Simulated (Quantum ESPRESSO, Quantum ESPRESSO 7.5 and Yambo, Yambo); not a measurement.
# A GW chain in Yambo: Sb (buckled honeycomb monolayer)

How does a plane-wave GW calculation on Sb (buckled honeycomb monolayer) run from the first input to the gap?

Program: Quantum ESPRESSO 7.5 and Yambo 5.3.0. Level of theory: PBE and many-body steps on it, plane waves. Results are calculated unless marked as measured.

**Experimental background.**

- Gap 2.21 eV: optical gap from PL emission peak; photoluminescence, 355 nm excitation; monolayer (antimonene on antimony oxide after hydrogen reduction) (“Ultrathin high-κ antimony oxide single crystals”, 2020, pmc:7237679).

### Step 1. The starting structure

The cell holds 2 atoms: 2 Sb. Its edges and angles: a = 4.127 Å, b = 4.127 Å, c = 14.000 Å, α = 90.0°, β = 90.0°, γ = 120.0°. Vacuum lies along c.

The structure was relaxed with PBE. The runs that relaxed it are not among those shown. Spin-orbit coupling is left out unless a step names it.

### Step 2. Ground state

This step: Quantum ESPRESSO 7.5; DFT, PBE, plane waves, norm-conserving pseudopotentials.

The ground-state density comes first.

File pw.in:

```
&control
  calculation = 'scf'
  prefix = 'x'
  outdir = 'o'
  pseudo_dir = 'pseudo'
/
&system
  ibrav = 0
  nat = 2
  ntyp = 1
  ecutwfc = 72.0
  nbnd = 20
  force_symmorphic = .true.
/
&electrons
  conv_thr = 1e-10
  electron_maxstep = 80
  mixing_beta = 0.5
/
ATOMIC_SPECIES
  Sb 121.76 Sb.upf
CELL_PARAMETERS angstrom
  4.1271537147 -0.0000000002 0.0000000000
  -2.0635768572 3.5742199623 0.0000000000
  0.0000000000 0.0000000000 14.0000000000
ATOMIC_POSITIONS crystal
  Sb 0.3333333333 0.6666666667 0.4415839531
  Sb 0.6666666667 0.3333333333 0.5584160469
K_POINTS automatic
  9 9 1 0 0 0
```

Run with:

```bash
$ OMP_NUM_THREADS=1 mpirun -n 4 pw.x -nk 4 -in pw.in > pw.out
```

The program printed:

```text
Program PWSCF v.7.5 starts

     This program is part of the open-source Quantum ESPRESSO suite
     for quantum simulation of materials; please cite
         "P. Giannozzi et al., J. Phys.:Condens. Matter 21 395502 (2009);
         "P. Giannozzi et al., J. Phys.:Condens. Matter 29 465901 (2017);
         "P. Giannozzi et al., J. Chem. Phys. 152 154105 (2020);
     in publications or presentations arising from this work. More details at
     Message from routine setup:
     using ibrav=0 with symmetry is DISCOURAGED, use correct ibrav instead

     G-vector sticks info

     bravais-lattice index     =            0
     lattice parameter (alat)  =       7.7992  a.u.
     unit-cell volume          =    1393.6591 (a.u.)^3
     number of atoms/cell      =            2
     number of atomic types    =            1
     number of electrons       =        30.00
     number of Kohn-Sham states=           20
     kinetic-energy cutoff     =      72.0000  Ry
     charge density cutoff     =     288.0000  Ry
     scf convergence threshold =      1.0E-10
     mixing beta               =       0.5000
     number of iterations used =            8  plain     mixing
     Exchange-correlation= PBE
                           (   1   4   3   4   0   0   0)

     celldm(1)=   7.799190  celldm(2)=   0.000000  celldm(3)=   0.000000
     celldm(4)=   0.000000  celldm(5)=   0.000000  celldm(6)=   0.000000

     crystal axes: (cart. coord. in units of alat)
               a(1) = (   1.000000  -0.000000   0.000000 )
               a(2) = (  -0.500000   0.866025   0.000000 )
               a(3) = (   0.000000   0.000000   3.392168 )

     reciprocal axes: (cart. coord. in units 2 pi/alat)
               b(1) = (  1.000000  0.577350 -0.000000 )
               b(2) = (  0.000000  1.154701 -0.000000 )
               b(3) = ( -0.000000 -0.000000  0.294797 )
     Pseudo is Norm-conserving + core correction, Zval = 15.0
     Generated using ONCVPSP code by D. R. Hamann
     Using radial grid of 1434 points,  6 beta functions with:
     Sb               15.00   121.76000     Sb( 1.00)

     12 Sym. Ops., with inversion, found

   Cartesian axes

     site n.     atom                  positions (alat units)
         1        Sb     tau(   1) = (  -0.0000000   0.5773503   1.4979271  )
         2        Sb     tau(   2) = (   0.5000000   0.2886751   1.8942412  )

     number of k points=    12
                       cart. coord. in units 2pi/alat
        k(    1) = (   0.0000000   0.0000000   0.0000000), wk =   0.0246914
        k(    2) = (   0.0000000   0.1283001   0.0000000), wk =   0.1481481
        k(    3) = (   0.0000000   0.2566001   0.0000000), wk =   0.1481481
        k(    4) = (   0.0000000   0.3849002   0.0000000), wk =   0.1481481
        k(    5) = (   0.0000000   0.5132002   0.0000000), wk =   0.1481481
        k(    6) = (   0.1111111   0.1924501   0.0000000), wk =   0.1481481
        k(    7) = (   0.1111111   0.3207501   0.0000000), wk =   0.2962963
        k(    8) = (   0.1111111   0.4490502   0.0000000), wk =   0.2962963
        k(    9) = (   0.1111111   0.5773503   0.0000000), wk =   0.1481481
        k(   10) = (   0.2222222   0.3849002   0.0000000), wk =   0.1481481
        k(   11) = (   0.2222222   0.5132002   0.0000000), wk =   0.2962963
        k(   12) = (   0.3333333   0.5773503   0.0000000), wk =   0.0493827

     Dense  grid:   115007 G-vectors     FFT dimensions: (  45,  45, 144)

     Initial potential from superposition of free atoms

     starting charge      29.9989, renormalised to      30.0000
     Starting wfcs are   18 randomized atomic wfcs +    2 random wfcs

     per-process dynamical memory:    76.0 Mb

     Self-consistent Calculation

     iteration #  1     ecut=    72.00 Ry     beta= 0.50

     Threshold (ethr) on eigenvalues was too large:
     Diagonalizing with lowered threshold

     total energy              =    -363.80322485 Ry
     estimated scf accuracy    <       0.01848068 Ry

     iteration #  2     ecut=    72.00 Ry     beta= 0.50

     total energy              =    -363.80356340 Ry
     estimated scf accuracy    <       0.00307942 Ry

     iteration #  3     ecut=    72.00 Ry     beta= 0.50

     total energy              =    -363.80382583 Ry
     estimated scf accuracy    <       0.00008832 Ry

     iteration #  4     ecut=    72.00 Ry     beta= 0.50

     total energy              =    -363.80387696 Ry
     estimated scf accuracy    <       0.00000527 Ry

     iteration #  5     ecut=    72.00 Ry     beta= 0.50

     total energy              =    -363.80387752 Ry
     estimated scf accuracy    <       0.00000019 Ry

     iteration #  6     ecut=    72.00 Ry     beta= 0.50

     total energy              =    -363.80387758 Ry
     estimated scf accuracy    <       0.00000002 Ry

     iteration #  7     ecut=    72.00 Ry     beta= 0.50

     total energy              =    -363.80387759 Ry
     estimated scf accuracy    <          1.9E-09 Ry

     iteration #  8     ecut=    72.00 Ry     beta= 0.50

     total energy              =    -363.80387759 Ry
     estimated scf accuracy    <          1.4E-10 Ry

     iteration #  9     ecut=    72.00 Ry     beta= 0.50

     End of self-consistent calculation

          k = 0.0000 0.0000 0.0000 ( 14411 PWs)   bands (ev):

   -29.1459 -29.1459 -29.0765 -29.0765 -29.0305 -28.9709 -28.9709 -28.9333
   -28.8896 -28.8896 -11.8020  -6.8483  -1.1272  -0.5687  -0.5687   0.9912
     2.2178   2.2178   3.8686   3.9647

          k = 0.0000 0.1283 0.0000 ( 14439 PWs)   bands (ev):

   -29.1453 -29.1398 -29.0756 -29.0727 -29.0290 -28.9737 -28.9711 -28.9350
   -28.8966 -28.8900 -11.6718  -6.8509  -1.6423  -1.0767  -0.8477   1.5010
     2.2630   2.4817   4.0135   4.1413

          k = 0.0000 0.2566 0.0000 ( 14402 PWs)   bands (ev):

   -29.1432 -29.1226 -29.0732 -29.0619 -29.0237 -28.9816 -28.9722 -28.9404
   -28.9155 -28.8910 -11.2898  -6.9675  -2.9165  -1.3762  -1.0436   0.9128
     2.8619   2.9170   4.3516   4.5295

          k = 0.0000 0.3849 0.0000 ( 14386 PWs)   bands (ev):

     [... further k-points ...]

     highest occupied, lowest unoccupied level (ev):    -0.5687    0.7370

!    total energy              =    -363.80387759 Ry
     estimated scf accuracy    <          7.1E-12 Ry

     The total energy is the sum of the following terms:
     one-electron contribution =    -704.92170420 Ry
     hartree contribution      =     356.98832421 Ry
     xc contribution           =     -90.87177640 Ry
     ewald contribution        =      75.00127880 Ry

     convergence has been achieved in   9 iterations

     XML data file, charge density, pseudopotentials, collected wavefunctions

=------------------------------------------------------------------------------=
   JOB DONE.
=------------------------------------------------------------------------------=
```

Elapsed: 18 s, on 4 MPI ranks of Arm Neoverse V1, shared host; peak memory 0.53 GiB; 73 s of CPU time.

Numbers from this step:

```
total energy               : -4949.8039 eV
gap                        : 1.306 eV
k of the valence top       : 0, 0, 0
k of the conduction bottom : 0, 0.3333, 0
least direct gap           : 1.560 eV
```

The gap is indirect, with the least direct gap 0.25 eV higher.

### Step 3. Bands along the symmetry lines

The cheap functional maps the bands first; the places of the edges decide which points the dearer methods must see.

File pw.in:

```
&control
  calculation = 'bands'
  prefix = 'x'
  outdir = 'o'
  pseudo_dir = 'pseudo'
/
&system
  ibrav = 0
  nat = 2
  ntyp = 1
  ecutwfc = 72.0
  nbnd = 21
  force_symmorphic = .true.
/
&electrons
  conv_thr = 1e-9
  electron_maxstep = 80
  diago_full_acc = .true.
  diago_thr_init = 5e-6
/
ATOMIC_SPECIES
  Sb 121.76 Sb.upf
CELL_PARAMETERS angstrom
  4.1271537147 -0.0000000002 0.0000000000
  -2.0635768572 3.5742199623 0.0000000000
  0.0000000000 0.0000000000 14.0000000000
ATOMIC_POSITIONS crystal
  Sb 0.3333333333 0.6666666667 0.4415839531
  Sb 0.6666666667 0.3333333333 0.5584160469
K_POINTS crystal
  25
  0.00000000 0.00000000 0.00000000 1
  0.06250000 0.00000000 0.00000000 1
  0.12500000 0.00000000 0.00000000 1
  0.18750000 0.00000000 0.00000000 1
  0.25000000 0.00000000 0.00000000 1
  0.31250000 0.00000000 0.00000000 1
  0.37500000 0.00000000 0.00000000 1
  0.43750000 0.00000000 0.00000000 1
  0.50000000 0.00000000 0.00000000 1
  0.47916667 0.04166667 0.00000000 1
  0.45833333 0.08333333 0.00000000 1
  0.43750000 0.12500000 0.00000000 1
  0.41666666 0.16666666 0.00000000 1
  0.39583333 0.20833333 0.00000000 1
  0.37500000 0.25000000 0.00000000 1
  0.35416666 0.29166666 0.00000000 1
  0.33333333 0.33333333 0.00000000 1
  0.29166666 0.29166666 0.00000000 1
  0.25000000 0.25000000 0.00000000 1
  0.20833333 0.20833333 0.00000000 1
  0.16666666 0.16666666 0.00000000 1
  0.12500000 0.12500000 0.00000000 1
  0.08333333 0.08333333 0.00000000 1
  0.04166667 0.04166667 0.00000000 1
  0.00000000 0.00000000 0.00000000 1
```

The program printed:

```text
[banner, memory and clock lines left out]
Program PWSCF v.7.5 starts

     Atomic positions and unit cell read from directory:
     o/x.save/

     Message from routine setup:
     using ibrav=0 with symmetry is DISCOURAGED, use correct ibrav instead

     G-vector sticks info

     bravais-lattice index     =            0
     lattice parameter (alat)  =       7.7992  a.u.
     unit-cell volume          =    1393.6591 (a.u.)^3
     number of atoms/cell      =            2
     number of atomic types    =            1
     number of electrons       =        30.00
     number of Kohn-Sham states=           21
     kinetic-energy cutoff     =      72.0000  Ry
     charge density cutoff     =     288.0000  Ry
     Exchange-correlation= PBE
                           (   1   4   3   4   0   0   0)

     celldm(1)=   7.799190  celldm(2)=   0.000000  celldm(3)=   0.000000
     celldm(4)=   0.000000  celldm(5)=   0.000000  celldm(6)=   0.000000

     crystal axes: (cart. coord. in units of alat)
               a(1) = (   1.000000  -0.000000   0.000000 )
               a(2) = (  -0.500000   0.866025   0.000000 )
               a(3) = (   0.000000   0.000000   3.392168 )

     reciprocal axes: (cart. coord. in units 2 pi/alat)
               b(1) = (  1.000000  0.577350 -0.000000 )
               b(2) = (  0.000000  1.154701 -0.000000 )
               b(3) = ( -0.000000 -0.000000  0.294797 )
     Pseudo is Norm-conserving + core correction, Zval = 15.0
     Generated using ONCVPSP code by D. R. Hamann
     Using radial grid of 1434 points,  6 beta functions with:
     Sb               15.00   121.76000     Sb( 1.00)

     12 Sym. Ops., with inversion, found

   Cartesian axes

     site n.     atom                  positions (alat units)
         1        Sb     tau(   1) = (  -0.0000000   0.5773503   1.4979271  )
         2        Sb     tau(   2) = (   0.5000000   0.2886751   1.8942412  )

     number of k points=    25
                       cart. coord. in units 2pi/alat
        k(    1) = (   0.0000000   0.0000000   0.0000000), wk =   0.0800000
        k(    2) = (   0.0625000   0.0360844   0.0000000), wk =   0.0800000
        k(    3) = (   0.1250000   0.0721688   0.0000000), wk =   0.0800000
[...]
[... 13 further rows ...]
        k(   24) = (   0.0416667   0.0721688   0.0000000), wk =   0.0800000
        k(   25) = (   0.0000000   0.0000000   0.0000000), wk =   0.0800000

     Dense  grid:   115007 G-vectors     FFT dimensions: (  45,  45, 144)

     The potential is recalculated from file :
     o/x.save/charge-density

     Starting wfcs are   18 randomized atomic wfcs +    3 random wfcs

     Band Structure Calculation

     End of band structure calculation

          k = 0.0000 0.0000 0.0000 ( 14411 PWs)   bands (ev):

   -29.1459 -29.1459 -29.0765 -29.0765 -29.0305 -28.9709 -28.9709 -28.9333
   -28.8896 -28.8896 -11.8020  -6.8483  -1.1272  -0.5687  -0.5687   0.9912
     2.2178   2.2178   3.8686   3.9647   5.8570

          k = 0.0625 0.0361 0.0000 ( 14409 PWs)   bands (ev):

   -29.1456 -29.1440 -29.0762 -29.0752 -29.0300 -28.9718 -28.9710 -28.9338
[...]
2.1255   2.3133   3.9179   4.0214   5.9233

          k = 0.1250 0.0722 0.0000 ( 14434 PWs)   bands (ev):

[...]
2.3748   2.5357   4.0480   4.1859   5.8694

[...]
k = 0.0417 0.0722 0.0000 ( 14427 PWs)   bands (ev):

[...]
2.0682   2.3697   3.9336   4.0400   5.9328

          k = 0.0000 0.0000 0.0000 ( 14411 PWs)   bands (ev):

   -29.1459 -29.1459 -29.0765 -29.0765 -29.0305 -28.9709 -28.9709 -28.9333
   -28.8896 -28.8896 -11.8020  -6.8483  -1.1272  -0.5687  -0.5687   0.9913
     2.2178   2.2178   3.8686   3.9648   5.8568

     XML data file, pseudopotentials, collected wavefunctions
```

The job ended after 13 s (4 MPI ranks; peak memory 0.43 GiB; 53 s of CPU time).

This step gave:

- gap: 1.289 eV
- k of the valence top: 0, 0, 0
- k of the conduction bottom: 0.3125, 0, 0
- least direct gap: 1.560 eV

The gap is 1.289 eV, −0.017 eV from the run before at this level.

Electronic bands along the path, in eV, zero at the top of the highest filled band:

| point | band 12 | band 13 | band 14 | band 15 | band 16 | band 17 | band 18 | band 19 |
| --- | --- | --- | --- | --- | --- | --- | --- | --- |
| Γ | -6.28 | -0.56 | 0.00 | 0.00 | 1.56 | 2.79 | 2.79 | 4.44 |
| halfway | -6.48 | -2.58 | -0.93 | -0.51 | 1.37 | 3.46 | 3.49 | 5.04 |
| M | -7.76 | -2.90 | -1.53 | -1.43 | 1.65 | 2.47 | 3.55 | 5.13 |
| halfway | -7.89 | -3.07 | -2.06 | -1.43 | 2.07 | 2.93 | 3.28 | 5.55 |
| K | -8.45 | -3.47 | -1.76 | -1.76 | 1.54 | 3.59 | 3.59 | 6.65 |
| halfway | -6.61 | -2.59 | -1.82 | -0.49 | 2.20 | 2.74 | 3.75 | 5.25 |
| Γ | -6.28 | -0.56 | 0.00 | 0.00 | 1.56 | 2.79 | 2.79 | 4.44 |

The electronic bands as a text plot (rows in eV, shown from -8.0 to 4.5 only):

```
    4.3 |++++                                                ++++
    3.8 |            +++++++++++      ++++++++++++++++++++
    3.2 |    ++++++++++         +++++++++  +++            +++
    2.7 |++++++        +++++++++ +++          +++++++++++++++++++
    2.2 | +++++                 ++++          ++++++++++++++++++
    1.7 |+     +++        ++++++    ++++++++++                  +
    1.1 |         ++++++++
    0.6 |
    0.1 |****                                                ****
   -0.4 |************                               *************
   -0.9 |         ********                    ******   ***
   -1.5 |    **        ******************  ***            ***
   -2.0 |      ***              **************      ******
   -2.5 |         ***                         *********
   -3.0 |            *****************        ***
   -3.6 |                             ********
   -4.1 |
   -4.6 |
   -5.1 |
   -5.6 |
   -6.2 |*********                                     **********
   -6.7 |         *****                             ***
   -7.2 |              ***                       ***
   -7.7 |                 ************     ******
         Γ                   M           K                      Γ
```

### Step 4. Empty states on the mesh, 6×6×1 mesh, 112 bands

The sums over transitions need many empty states on a uniform mesh; this step solves for them.

File pw.in:

```
&control
  calculation = 'nscf'
  prefix = 'x'
  outdir = 'o'
  pseudo_dir = 'pseudo'
/
&system
  ibrav = 0
  nat = 2
  ntyp = 1
  ecutwfc = 72.0
  nbnd = 112
  force_symmorphic = .true.
/
&electrons
  conv_thr = 1e-9
  electron_maxstep = 80
  diago_full_acc = .true.
  diago_thr_init = 5e-6
/
ATOMIC_SPECIES
  Sb 121.76 Sb.upf
CELL_PARAMETERS angstrom
  4.1271537147 -0.0000000002 0.0000000000
  -2.0635768572 3.5742199623 0.0000000000
  0.0000000000 0.0000000000 14.0000000000
ATOMIC_POSITIONS crystal
  Sb 0.3333333333 0.6666666667 0.4415839531
  Sb 0.6666666667 0.3333333333 0.5584160469
K_POINTS automatic
  6 6 1 0 0 0
```

The program printed:

```text
[banner, memory and clock lines left out]
Program PWSCF v.7.5 starts

     Atomic positions and unit cell read from directory:
     o/x.save/

     Message from routine setup:
     using ibrav=0 with symmetry is DISCOURAGED, use correct ibrav instead

     G-vector sticks info

     bravais-lattice index     =            0
     lattice parameter (alat)  =       7.7992  a.u.
     unit-cell volume          =    1393.6591 (a.u.)^3
     number of atoms/cell      =            2
     number of atomic types    =            1
     number of electrons       =        30.00
     number of Kohn-Sham states=          112
     kinetic-energy cutoff     =      72.0000  Ry
     charge density cutoff     =     288.0000  Ry
     Exchange-correlation= PBE
                           (   1   4   3   4   0   0   0)

     celldm(1)=   7.799190  celldm(2)=   0.000000  celldm(3)=   0.000000
     celldm(4)=   0.000000  celldm(5)=   0.000000  celldm(6)=   0.000000

     crystal axes: (cart. coord. in units of alat)
               a(1) = (   1.000000  -0.000000   0.000000 )
               a(2) = (  -0.500000   0.866025   0.000000 )
               a(3) = (   0.000000   0.000000   3.392168 )

     reciprocal axes: (cart. coord. in units 2 pi/alat)
               b(1) = (  1.000000  0.577350 -0.000000 )
               b(2) = (  0.000000  1.154701 -0.000000 )
               b(3) = ( -0.000000 -0.000000  0.294797 )
     Pseudo is Norm-conserving + core correction, Zval = 15.0
     Generated using ONCVPSP code by D. R. Hamann
     Using radial grid of 1434 points,  6 beta functions with:
     Sb               15.00   121.76000     Sb( 1.00)

     12 Sym. Ops., with inversion, found

   Cartesian axes

     site n.     atom                  positions (alat units)
         1        Sb     tau(   1) = (  -0.0000000   0.5773503   1.4979271  )
         2        Sb     tau(   2) = (   0.5000000   0.2886751   1.8942412  )

     number of k points=     7
                       cart. coord. in units 2pi/alat
        k(    1) = (   0.0000000   0.0000000   0.0000000), wk =   0.0555556
        k(    2) = (   0.0000000   0.1924501   0.0000000), wk =   0.3333333
        k(    3) = (   0.0000000   0.3849002   0.0000000), wk =   0.3333333
        k(    4) = (  -0.0000000  -0.5773503   0.0000000), wk =   0.1666667
        k(    5) = (   0.1666667   0.2886751   0.0000000), wk =   0.3333333
        k(    6) = (   0.1666667   0.4811252   0.0000000), wk =   0.6666667
        k(    7) = (   0.3333333   0.5773503   0.0000000), wk =   0.1111111

     Dense  grid:   115007 G-vectors     FFT dimensions: (  45,  45, 144)

     The potential is recalculated from file :
     o/x.save/charge-density

     Starting wfcs are   18 randomized atomic wfcs +   94 random wfcs

     Band Structure Calculation

     End of band structure calculation

          k = 0.0000 0.0000 0.0000 ( 14411 PWs)   bands (ev):

   -29.1459 -29.1459 -29.0765 -29.0765 -29.0305 -28.9709 -28.9709 -28.9333
   -28.8896 -28.8896 -11.8020  -6.8483  -1.1272  -0.5687  -0.5687   0.9912
     2.2178   2.2178   3.8686   3.9647   5.8567   6.7447   7.1054   7.6035
[...]
k = 0.0000 0.1925 0.0000 ( 14446 PWs)   bands (ev):

[...]
k = 0.0000 0.3849 0.0000 ( 14386 PWs)   bands (ev):

[...]
29.7380  30.3750  31.0832  31.3655  31.4830  31.6479  31.9920  32.3360
    32.4328  32.5446  33.0854  33.5197  33.6340  34.0188  34.2233  34.6954

          k =-0.0000-0.5774 0.0000 ( 14356 PWs)   bands (ev):

     [... further k-points ...]

     highest occupied, lowest unoccupied level (ev):    -0.5687    0.7370

     XML data file, pseudopotentials, collected wavefunctions
```

Elapsed: 45 s, on 4 MPI ranks; peak memory 0.84 GiB; 3 min of CPU time.

Numbers from this step:

```
gap                                                           : 1.306 eV
k of the valence top                                          : 0, 0, 0
k of the conduction bottom                                    : 0, 0.3333, 0
least direct gap                                              : 1.560 eV
k points computed                                             : 7
lowest point of the top converged band, above the valence top : 34.18 eV
```

On this mesh the gap is 1.306 eV.

[end of part 1 of 2]

[Paths, hosts, dates, memory and timing lines, banners, echoed tables and standing remarks are left out of the program output.]

[Logs are printed without paths, hosts, clocks, repeated set-up lines and the standing remarks that a program may print on its own settings, such as how far it seeks lower states.]

[Runs of the session that timed out or met a known fault of the program may be left out.]

[Hosts, paths, dates, database ids (printed as entryN), source tags and the programs' standing remarks are cut or masked in the printed files.]
